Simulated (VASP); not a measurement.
# MgSe (Fm-3m) in VASP: a series of runs

One crystal, MgSe, is run at these levels: PBE; tasks: evGW0 quasiparticle levels, G0W0 quasiparticle levels.

Everything below comes from runs of VASP 6.6.1. Logs are shortened: lines on timing, memory, paths and dates and some standing lists are left out, and cuts for length are marked.

**1. The crystal as given**

The structure is cubic, space group Fm-3m (No. 225). The conventional cell has a = 5.451 Å, b = 5.451 Å, c = 5.451 Å, α = 90.00°, β = 90.00°, γ = 90.00°. Se (site symmetry m-3m) is surrounded by 6 Mg at 2.73 Å. Around Mg (site symmetry m-3m) lie 6 Se at 2.73 Å.

**2. EvGW0 quasiparticle levels, PBE**

Contents of POSCAR:

```
MgSe
1.0
    0.0000000000      2.7255000000      2.7255000000
    2.7255000000      0.0000000000      2.7255000000
    2.7255000000      2.7255000000      0.0000000000
Se Mg
1 1
Direct
    0.5000000000      0.5000000000      0.5000000000
    0.0000000000      0.0000000000      0.0000000000
```

Contents of INCAR.step1:

```
SYSTEM = MgSe
PREC = Accurate ; ENCUT = 450
EDIFF = 1E-8 ; ISMEAR = 0
SIGMA = 0.01 ; LREAL = .False.
LASPH = .True. ; NELM = 80
ALGO = Fast ; LWAVE = .True.
LCHARG = .False. ; GGA = PE
```

Contents of INCAR.step2:

```
SYSTEM = MgSe
PREC = Accurate ; ENCUT = 450
EDIFF = 1E-8 ; ISMEAR = 0
SIGMA = 0.01 ; LREAL = .False.
LASPH = .True. ; NELM = 1
ALGO = Exact ; LWAVE = .True.
LCHARG = .False. ; GGA = PE
NBANDS = 124 ; LOPTICS = .True.
ISTART = 1
```

Contents of INCAR.step3:

```
SYSTEM = MgSe
PREC = Accurate ; ENCUT = 450
EDIFF = 1E-8 ; ISMEAR = 0
SIGMA = 0.01 ; LREAL = .False.
LASPH = .True. ; ALGO = EVGW0
LWAVE = .False. ; LCHARG = .False.
GGA = PE ; NELMGW = 4
NBANDS = 124 ; ENCUTGW = 120
NOMEGA = 50 ; PRECFOCK = Fast
ISTART = 1 ; NBANDSGW = 12
```

Contents of KPOINTS:

```
Automatic mesh
0
Gamma
  4 4 4
  0 0 0
```

Potentials or basis: VASP PAW PBE potentials, release 64 (Se_GW, Mg_GW).

Started as:

```
$ cat potpaw_PBE.64/Se_GW/POTCAR potpaw_PBE.64/Mg_GW/POTCAR > POTCAR
$ cp INCAR.step1 INCAR
$ mpirun -np 1 vasp_std > vasp.out
$ cp INCAR.step2 INCAR
$ mpirun -np 1 vasp_std > vasp.out
$ cp INCAR.step3 INCAR
$ mpirun -np 1 vasp_std > vasp.out
```

OUTCAR:

```text
SYSTEM = MgSe
   PREC = Accurate
   ENCUT = 450
   EDIFF = 1E-8
   ISMEAR = 0
   LREAL = .False.
   LASPH = .True.
   GGA = PE
   NELMGW = 4
   ENCUTGW = 120
   PRECFOCK = Fast
   ISTART = 1

 ion  position               nearest neighbor table
   1  0.500  0.500  0.500-
   2  0.000  0.000  0.000-

  LATTYP: Found a face centered cubic cell.
 ALAT       =     5.4510000000

  Lattice vectors:

 A1 = (   0.0000000000,   2.7255000000,   2.7255000000)
 A2 = (   2.7255000000,   0.0000000000,   2.7255000000)
 A3 = (   2.7255000000,   2.7255000000,   0.0000000000)

Analysis of symmetry for initial positions (statically):
=====================================================================
 Subroutine PRICEL returns:
 Original cell was already a primitive cell.

 Routine SETGRP: Setting up the symmetry group for a
 face centered cubic supercell.

 Subroutine GETGRP returns: Found 48 space group operations
 (whereof 48 operations were pure point group operations)
 out of a pool of 48 trial point group operations.

The static configuration has the point symmetry O_h .

Analysis of symmetry for dynamics (positions and initial velocities):
=====================================================================
 Subroutine PRICEL returns:
 Original cell was already a primitive cell.

 Routine SETGRP: Setting up the symmetry group for a
 face centered cubic supercell.

 Subroutine GETGRP returns: Found 48 space group operations
 (whereof 48 operations were pure point group operations)
 out of a pool of 48 trial point group operations.

The dynamic configuration has the point symmetry O_h .

 Subroutine INISYM returns: Found 48 space group operations
 (whereof 48 operations are pure point group operations),
 and found     1 'primitive' translations

----------------------------------------------------------------------------------------

                                     Primitive cell

  volume of cell :      40.4919

  direct lattice vectors                    reciprocal lattice vectors
     0.000000000  2.725500000  2.725500000    -0.183452578  0.183452578  0.183452578
     2.725500000  0.000000000  2.725500000     0.183452578 -0.183452578  0.183452578
     2.725500000  2.725500000  0.000000000     0.183452578  0.183452578 -0.183452578

  length of vectors
     3.854439064  3.854439064  3.854439064     0.317749185  0.317749185  0.317749185

  position of ions in fractional coordinates (direct lattice)
     0.500000000  0.500000000  0.500000000
     0.000000000  0.000000000  0.000000000

  ion indices of the primitive-cell ions
   primitive index   ion index
                 1           1
                 2           2

----------------------------------------------------------------------------------------

 KPOINTS: Automatic mesh

Automatic generation of k-mesh.
 Grid dimensions read from file:
 generate k-points for:    4    4    4

 Generating k-lattice:

  Cartesian coordinates                     Fractional coordinates (reciprocal lattice)
    -0.045863144  0.045863144  0.045863144     0.250000000  0.000000000  0.000000000
     0.045863144 -0.045863144  0.045863144     0.000000000  0.250000000  0.000000000
     0.045863144  0.045863144 -0.045863144     0.000000000  0.000000000  0.250000000

  Length of vectors
     0.079437296  0.079437296  0.079437296

  Shift w.r.t. Gamma in fractional coordinates (k-lattice)
     0.000000000  0.000000000  0.000000000

 Subroutine IBZKPT returns following result:
 ===========================================

 Found      8 irreducible k-points:

 Following reciprocal coordinates:
            Coordinates               Weight
  0.000000  0.000000  0.000000      1.000000
  0.250000  0.000000  0.000000      8.000000
  0.500000  0.000000  0.000000      4.000000
  0.250000  0.250000  0.000000      6.000000
  0.500000  0.250000  0.000000     24.000000
 -0.250000  0.250000  0.000000     12.000000
  0.500000  0.500000  0.000000      3.000000
 -0.250000  0.500000  0.250000      6.000000
   k-points           NKPTS =      8   k-points in BZ     NKDIM =     64   number of bands    NBANDS=    124
   number of dos      NEDOS =    301   number of ions     NIONS =      2
   total plane-waves  NPLWV =  21952
   dimension x,y,z NGX =    28 NGY =   28 NGZ =   28
   dimension x,y,z NGXF=    56 NGYF=   56 NGZF=   56
   ions per type =               1   1
   NGX,Y,Z   is equivalent  to a cutoff of  12.08, 12.08, 12.08 a.u.
   NGXF,Y,Z  is equivalent  to a cutoff of  24.15, 24.15, 24.15 a.u.
 SYSTEM =  MgSe
   PREC   = accura    normal or accurate (medium, high low for compatibility)
   ISTART =      1    job   : 0-new  1-cont  2-samecut
   ICHARG =      0    charge: 1-file 2-atom 10-const
   ISPIN  =      1    spin polarized calculation?
   LNONCOLLINEAR =      F non collinear calculations
   LSORBIT =      F    spin-orbit coupling
   LASPH  =      T    aspherical Exc in radial PAW
   ENCUT  =  450.0 eV  33.07 Ry    5.75 a.u.   6.67  6.67  6.67*2*pi/ulx,y,z
   NELM   =     60;   NELMIN=  2; NELMDL=  0     # of ELM steps
   EDIFF  = 0.1E-07   stopping-criterion for ELM
   LREAL  =      F    real-space projection
   EDIFFG = 0.1E-06   stopping-criterion for IOM
   NSW    =      0    number of steps for IOM
   IBRION =     -1    ionic relax: 0-MD 1-quasi-New 2-CG
   NFREE  =      0    steps in history (QN), initial steepest desc. (CG)
   ISIF   =      0    stress and relaxation
   ISYM   =      3    0-nonsym 1-usesym 2-fastsym
   POTIM  = 0.5000    time-step for ionic-motion
   TEBEG  =    0.0;   TEEND  =   0.0 temperature during run
   PSTRESS=    0.0 pullay stress
   NELECT =       8.0000    total number of electrons
   NUPDOWN=      -1.0000    fix difference up-down
   EMIN   =  10.00;   EMAX   =-10.00  energy-range for DOS
   EFERMI =   0.00;   METHOD = LEGACY
   ISMEAR =     0;   SIGMA  =   0.01  broadening in eV -4-tet -1-fermi 0-gaus
   EFERMI_NEDOS =   21; number of points for ismear=-14 and -15
   IALGO  =     38    algorithm
   IMIX   =      4    mixing-type and parameters
     AMIX     =   0.40;   BMIX     =  1.00
     AMIX_MAG =   1.60;   BMIX_MAG =  1.00
  volume/ion in A,a.u.               =      20.25       136.63
  Fermi-wavevector in a.u.,A,eV,Ry     =   0.953488  1.801831 12.369596  0.909140
  Thomas-Fermi vector in A             =   2.082148
   LORBIT       =      0    0 simple, 1 ext, 2 COOP (PROOUT), +10 PAW based schemes
   GGA     = PE    functional components
   LHFCALC =     T    Hartree Fock is set to
   PRECFOCK=fast      Normal, Fast or Accurate (Low or Medium for compatibility)
   ENCUT4O =  -1.0   cutoff for four orbital integrals eV
   NKREDX  =     1    reduce k-point grid by
   NKREDY  =     1    reduce k-point grid by
   NKREDZ  =     1    reduce k-point grid by
   AEXX    =    1.0000 exact exchange contribution
   HFSCREEN=    0.0000 screening length (either q_TF or 0.3 A-1)
   HFSCREENC=   0.0000 screening length for correlation (either q_TF or 0.3 A-1)
   ENCUTFOCK=  -1.0 apply spherical cutoff to Coloumb kernel
   IVDW    =     0    specifies the selected vdW correction
   LEPSILON=     F    determine dielectric tensor
   LRPA    =     F    only Hartree local field effects (RPA)
   LRPAFORCE           =     F    calculate RPA forces
   ENCUTGW             = 120.0    cutoff for response function in eV
   ENCUTGWSOFT         =  96.0    soft cutoff for Coulomb kernel in GW response function in eV
   ENCUTLF             =  -1.0    cutoff for local field effects
   NELMGW              =     4    number of iterations in solving QP/BSE equation
   NELMHF              =     1    number of iterations in the inner HF iteration
   NKREDLFX            =     1    NKREDLFY  =   1   NKREDLFZ  =   1
 non-spin polarized calculation
 Gauss-broadening in eV      SIGMA  =   0.01
  energy-cutoff  :      450.00
  volume of cell :       40.49
 maximum number of plane-waves:       893
 NGX is ok and might be reduce to    28
  NGX = 16; NGY = 16; NGZ = 16
   NGX = 13   NGY = 13   NGZ = 13
 maximum number of plane-waves:       126
 NGX is ok and might be reduce to    14

 QP shifts <psi_nk| G(iteration)W_0 |psi_nk>: iteration 1
 for sc-GW calculations column KS-energies equals QP-energies in previous step
 and V_xc(KS)=  KS-energies - (<T + V_ion + V_H > + <T+V_H+V_ion>^1  + <V_x>^1)

 k-point   1 :       0.0000    0.0000    0.0000
  band No.  KS-energies  QP-energies   sigma(KS)   V_xc(KS)     V^pw_x(r,r')   Z            occupation Imag(sigma)

      1      -9.6814     -10.4616     -13.1608     -12.0304     -19.7031       0.6902       2.0000       1.3565
      2       3.2625       2.4617     -13.1921     -12.1561     -14.8095       0.7730       2.0000       0.0799
      3       3.2625       2.4617     -13.1921     -12.1561     -14.8095       0.7730       2.0000       0.0799
      4       3.2625       2.4617     -13.1921     -12.1561     -14.8095       0.7730       2.0000       0.0799
      5       5.8300       6.3849      -8.8111      -9.5157      -5.0626       0.7875       0.0000      -0.0718
      6      10.6510      10.9304      -8.2152      -8.5744      -3.8109       0.7777       0.0000      -0.1173
      7      10.6510      10.9304      -8.2152      -8.5744      -3.8109       0.7777       0.0000      -0.1173
      8      10.6510      10.9304      -8.2152      -8.5744      -3.8109       0.7777       0.0000      -0.1173
      9      13.2092      13.6075      -8.8993      -9.4224      -4.0460       0.7614       0.0000      -0.1984
     10      13.2092      13.6075      -8.8993      -9.4224      -4.0460       0.7614       0.0000      -0.1984
     11      14.2225      14.1837      -7.2117      -7.1599      -1.8425       0.7495       0.0000      -0.2893
     12      14.4433      14.8273      -7.8088      -8.3297      -2.1659       0.7371       0.0000      -0.3696

 k-point   2 :       0.2500    0.0000    0.0000
  band No.  KS-energies  QP-energies   sigma(KS)   V_xc(KS)     V^pw_x(r,r')   Z            occupation Imag(sigma)

      1      -9.1899      -9.9181     -13.3211     -12.2905     -19.7536       0.7065       2.0000       1.2970
      2       0.2347      -0.6344     -11.8088     -10.6423     -14.0827       0.7450       2.0000       0.1169
      3       2.9417       2.1184     -13.0495     -11.9822     -14.7236       0.7714       2.0000       0.0797
      4       2.9417       2.1184     -13.0495     -11.9822     -14.7236       0.7714       2.0000       0.0797
      5       7.3601       7.7642      -8.5790      -9.0947      -4.6290       0.7837       0.0000      -0.0843
      6      10.3022      10.6609      -8.2688      -8.7354      -3.8091       0.7688       0.0000      -0.1272
      7      10.3022      10.6609      -8.2688      -8.7354      -3.8091       0.7688       0.0000      -0.1272
      8      11.0154      11.4549      -9.3428      -9.9222      -4.7122       0.7585       0.0000      -0.1485
      9      12.8173      13.1230      -8.4147      -8.8165      -3.4885       0.7609       0.0000      -0.2058
     10      12.8173      13.1230      -8.4147      -8.8165      -3.4885       0.7609       0.0000      -0.2058
     11      13.2240      13.4795      -7.5053      -7.8483      -2.0619       0.7448       0.0000      -0.3090
     12      18.7464      18.8009      -7.7852      -7.8566      -1.9600       0.7635       0.0000      -0.6418
[... 458 lines left out ...]
      1      -9.0454      -9.0582     -13.8114       4.7475     -19.9924       0.6966       2.0000       1.0488
      2      -2.2658      -2.2746     -11.4000       9.1220     -14.3447       0.7226       2.0000       0.1879
      3       0.3475       0.3410     -12.3261      12.6650     -14.4631       0.7556       2.0000       0.0972
      4       0.3475       0.3410     -12.3261      12.6650     -14.4631       0.7556       2.0000       0.0972
      5       5.4608       5.4605      -8.0120      13.4724      -4.4727       0.7927       0.0000      -0.0744
      6       7.3764       7.3765      -7.8366      15.2132      -3.9593       0.7956       0.0000      -0.0866
      7      15.5075      15.5093     -10.0340      25.5440      -4.2611       0.7305       0.0000      -0.3983
      8      15.9130      15.9151      -9.0450      24.9608      -3.1404       0.7394       0.0000      -0.4969
      9      15.9130      15.9151      -9.0450      24.9608      -3.1404       0.7394       0.0000      -0.4969
     10      16.3616      16.3631      -9.4243      25.7880      -3.9326       0.7532       0.0000      -0.3897
     11      19.4840      19.4849      -9.3536      28.8389      -3.4256       0.7493       0.0000      -0.6034
     12      19.4840      19.4849      -9.3536      28.8389      -3.4256       0.7493       0.0000      -0.6034

 k-point   8 :      -0.2500    0.5000    0.2500
  band No. old QP-enery  QP-energies   sigma(KS)   T+V_ion+V_H  V^pw_x(r,r')   Z            occupation Imag(sigma)

      1      -9.0079      -9.0205     -13.8471       4.8211     -20.0219       0.6964       2.0000       1.0492
      2      -1.2695      -1.2773     -11.6061      10.3261     -14.1584       0.7360       2.0000       0.1389
      3      -1.2695      -1.2773     -11.6061      10.3261     -14.1584       0.7360       2.0000       0.1389
      4      -0.3515      -0.3582     -11.5156      11.1552     -13.6279       0.7542       2.0000       0.1050
      5       8.2739       8.2740      -9.3437      17.6178      -5.4318       0.7773       0.0000      -0.0918
      6      10.6996      10.7008      -8.2453      18.9465      -3.5601       0.7624       0.0000      -0.1439
      7      11.1460      11.1468      -8.8465      19.9935      -4.2985       0.7695       0.0000      -0.1307
      8      11.1460      11.1468      -8.8465      19.9935      -4.2985       0.7695       0.0000      -0.1307
      9      16.8152      16.8173      -8.8725      25.6904      -2.8867       0.7432       0.0000      -0.5612
     10      16.8152      16.8173      -8.8725      25.6904      -2.8867       0.7432       0.0000      -0.5612
     11      18.5718      18.5731      -9.1781      27.7517      -3.2919       0.7568       0.0000      -0.6168
     12      19.9543      19.9550      -9.9990      29.9543      -3.9860       0.7491       0.0000      -0.6383
```

Wall time 1.9 min (1 thread of Intel Xeon 6975P-C (Granite Rapids), shared host); peak memory 0.3 GiB.

Results:

* Band gap on the k mesh, mean-field level: 1.77 eV, indirect (least direct gap 2.57 eV)
* Quasiparticle gap: 3.17 eV
* Least direct quasiparticle gap: 4.16 eV

Quasiparticle gap after each update of the energies (eV): 2.96, 3.14, 3.16, 3.17

Caveat: the k mesh is coarse (spacing up to 0.50 Å⁻¹), so the values aren't converged; bands, screening cutoff and mesh are small and nothing is extrapolated, so the quasiparticle values aren't converged.

**3. G0W0 quasiparticle levels, PBE**

POSCAR is that of step 2.

Contents of INCAR.step1:

```
PREC = Accurate ; ENCUT = 450
EDIFF = 1E-8 ; ISMEAR = 0
SIGMA = 0.01 ; LREAL = F
LASPH = T ; NELM = 80
ALGO = Normal ; LWAVE = T
LCHARG = F ; GGA = PE
```

Contents of INCAR.step2:

```
PREC = Accurate ; ENCUT = 450
EDIFF = 1E-8 ; ISMEAR = 0
SIGMA = 0.01 ; LREAL = F
LASPH = T ; NELM = 1
ALGO = Exact ; LWAVE = T
LCHARG = F ; GGA = PE
NBANDS = 324 ; LOPTICS = T
ISTART = 1
```

Contents of INCAR.step3:

```
PREC = Accurate ; ENCUT = 450
EDIFF = 1E-8 ; ISMEAR = 0
SIGMA = 0.01 ; LREAL = F
LASPH = T ; ALGO = EVGW0
LWAVE = F ; LCHARG = F
GGA = PE ; NELMGW = 1
NBANDS = 324 ; ENCUTGW = 230
NOMEGA = 50 ; PRECFOCK = Fast
ISTART = 1 ; NBANDSGW = 12
```

Contents of KPOINTS:

```
regular mesh
0
Gamma
  4 4 4
```

Potentials or basis: VASP PAW PBE potentials, release 64 (Se_GW, Mg_GW).

Started as:

```
$ cat potpaw_PBE.64/Se_GW/POTCAR potpaw_PBE.64/Mg_GW/POTCAR > POTCAR
$ cp INCAR.step1 INCAR
$ mpirun -np 1 vasp_std > vasp.out
$ cp INCAR.step2 INCAR
$ mpirun -np 1 vasp_std > vasp.out
$ cp INCAR.step3 INCAR
$ mpirun -np 1 vasp_std > vasp.out
```

OUTCAR:

```text
PREC = Accurate
   ENCUT = 450
   EDIFF = 1E-8
   ISMEAR = 0
   LREAL = F
   LASPH = T
   GGA = PE
   NELMGW = 1
   ENCUTGW = 230
   PRECFOCK = Fast
   ISTART = 1

 ion  position               nearest neighbor table
   1  0.500  0.500  0.500-
   2  0.000  0.000  0.000-

[... 180 lines left out ...]

      1      -9.6814     -10.6424     -13.4364     -12.0303     -19.7030       0.6835       2.0000       1.2601
      2       3.2625       2.2360     -13.4807     -12.1560     -14.8095       0.7749       2.0000       0.0055
      3       3.2625       2.2360     -13.4807     -12.1560     -14.8095       0.7749       2.0000       0.0055
      4       3.2625       2.2360     -13.4807     -12.1560     -14.8095       0.7749       2.0000       0.0055
      5       5.8300       6.2395      -8.9981      -9.5156      -5.0626       0.7912       0.0000      -0.1187
      6      10.6510      10.8585      -8.3075      -8.5744      -3.8109       0.7775       0.0000      -0.1272
      7      10.6510      10.8585      -8.3075      -8.5744      -3.8109       0.7775       0.0000      -0.1272
      8      10.6510      10.8585      -8.3075      -8.5744      -3.8109       0.7775       0.0000      -0.1272
      9      13.2092      13.5064      -9.0311      -9.4223      -4.0460       0.7595       0.0000      -0.2019
     10      13.2092      13.5064      -9.0311      -9.4223      -4.0460       0.7595       0.0000      -0.2019
     11      14.2225      14.1408      -7.2688      -7.1599      -1.8425       0.7503       0.0000      -0.2872
     12      14.4433      14.7545      -7.9073      -8.3297      -2.1659       0.7368       0.0000      -0.3629
[... 100 lines left out ...]
      1      -8.1931      -9.0120     -14.1790     -13.0141     -20.0219       0.7030       2.0000       0.9756
      2      -0.0694      -1.1675     -11.8864     -10.3955     -14.1584       0.7365       2.0000       0.0514
      3      -0.0694      -1.1675     -11.8864     -10.3955     -14.1584       0.7365       2.0000       0.0514
      4       0.6940      -0.2844     -11.7710     -10.4612     -13.6278       0.7469       2.0000       0.0335
      5       7.7782       8.0947      -9.4302      -9.8396      -5.4318       0.7730       0.0000      -0.1052
      6      10.2047      10.5372      -8.3057      -8.7417      -3.5601       0.7626       0.0000      -0.1512
      7      10.8184      10.9844      -8.9585      -9.1752      -4.2985       0.7662       0.0000      -0.1409
      8      10.8184      10.9844      -8.9585      -9.1752      -4.2985       0.7662       0.0000      -0.1409
      9      16.3369      16.5975      -9.0031      -9.3536      -2.8867       0.7436       0.0000      -0.5492
     10      16.3369      16.5975      -9.0031      -9.3536      -2.8867       0.7436       0.0000      -0.5492
     11      18.0103      18.3576      -9.2847      -9.7413      -3.2919       0.7607       0.0000      -0.5968
     12      19.5904      19.7519     -10.1480     -10.3638      -3.9860       0.7479       0.0000      -0.6258
```

It took 2.2 min on 1 thread of Intel Xeon 6975P-C (Granite Rapids), shared host; peak memory 0.63 GiB.

Results:

```yaml
Band_gap_on_the_k_mesh_mean-field_level: 1.77 eV, indirect (least direct gap 2.57 eV)
Quasiparticle_gap: 3.12 eV
Least_direct_quasiparticle_gap: 4.00 eV
```

Caveat: the k mesh is coarse (spacing up to 0.50 Å⁻¹), so the values aren't converged; bands, screening cutoff and mesh are small and nothing is extrapolated, so the quasiparticle values aren't converged. A k mesh can miss the band edges.
